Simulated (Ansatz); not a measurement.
Wanted: an ASE script for an Ansatz 0.2.0 run.

```yaml
Task: density of states
Functional: SVWN5
Potentials_or_basis: PseudoDojo standard
Cutoff: 789 eV
Density_cutoff: 3157 eV
k_mesh: 11 × 11 × 11
Occupations: fermi-dirac, width 0.05 eV
Spin: collinear spin, program default start
Driver: chain
```

The structure of Ta lies in POSCAR:

```
Ta
1.0
   -1.6289626696      1.6289626696      1.6289626696
    1.6289626696     -1.6289626696      1.6289626696
    1.6289626696      1.6289626696     -1.6289626696
Ta
1
Direct
    0.0000000000      0.0000000000      0.0000000000
```

The cell isn't the ideal one: volume scaled by 0.96.

The input as run:

run.py

```python
import json

import ase.io
import numpy as np

import ansatz as az

atoms = ase.io.read("POSCAR", format="vasp")

calculation = (
    az.Crystal.from_ase(atoms)
    .calculation()
    .kpoints(11, 11, 11)
    .functional(exchange="slater", correlation="vwn5")
    .pseudopotentials(kind="nc", accuracy="standard")
    .spin("collinear")
    .scf(extra_bands=6)
    .occupations(method="fermi_dirac", width=0.05)
    .density_of_states(energy_step=0.05, projected=False, nscf_kmesh=(17, 17, 17))
    .forces()
    .stress()
    .band_table(publish=True)
)
outcome = calculation.run(threads=2, events_out="events.jsonl")

report = outcome.report
for line in open("events.jsonl"):
    event = json.loads(line)
    if event["event"] == "scf_iter":
        d = event["data"]
        print(f"SCF {d['iter']:3d}  HF = {d['harris_foulkes_ev']:.6f} eV  dr2 = {d['dr2_ev']:.2e} eV")
    elif event["event"] in ("relax_step", "md_step"):
        d = event["data"]
        print(f"{event['event']} {d['step']:3d}  E = {d['lagrangian_ev']:.6f} eV")
np.set_printoptions(precision=5, suppress=True, linewidth=110)
print("converged:", report["converged"], "after", report["n_iterations"], "iterations")
print(f"free energy {report['free_energy_ev']:.6f} eV, Fermi level {report['fermi_energy_ev']:.4f} eV")
for key in ("band_edges_ev", "magnetization_mub", "site_moments_mub", "site_moments_nc_mub", "forces_ev_ang",
                "stress_gpa"):
    if report.get(key) is not None:
        print(key, np.array(report[key]), sep="\n")
```

Potentials or basis: PseudoDojo standard.

Command:

```sh
$ python run.py
```

Results of the run:

The pressure is -2.7 GPa, the band gap on the k mesh is none (metal or under the smearing width) and the net moment is 0.00 μB per cell. The absolute moment is 0.00 μB per cell. The density of states at the Fermi level is 1.34 states/eV per cell.

Caveat: the potentials were made for another functional, which shifts forces and pressure.

Run time: 2.8 s on 2 threads of Arm Neoverse V2, with other jobs on the host, peak memory 0.42 GiB.
